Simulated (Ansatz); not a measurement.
System: zinc-blende ZnTe. Method: PBEsol (Ansatz, a quantum-chemistry and plane-wave program, PAW).

Run with plane-wave cutoff 520 eV, 10×10×10 k mesh, perturbation theory, scalar-relativistic PAW data made under PBE.

Computed at the level's own relaxed cell.

Predict the TO(Γ) frequency.


- TO(Γ) frequency: 181 cm⁻¹

Measured, for comparison: zone-centre TO phonon frequency 177 ± 2 cm⁻¹ (room temperature, no zero-point or thermal correction, neutron, our sources range from 175 to 177; as tabulated in Vagelatos et al., J. Chem. Phys. (1974)). Computed (rounded) less measured: zone-centre TO phonon frequency +2 % (+2 % to +3 % over the range).

Spin–orbit coupling is not included.

The result took roughly 8 core-minutes.
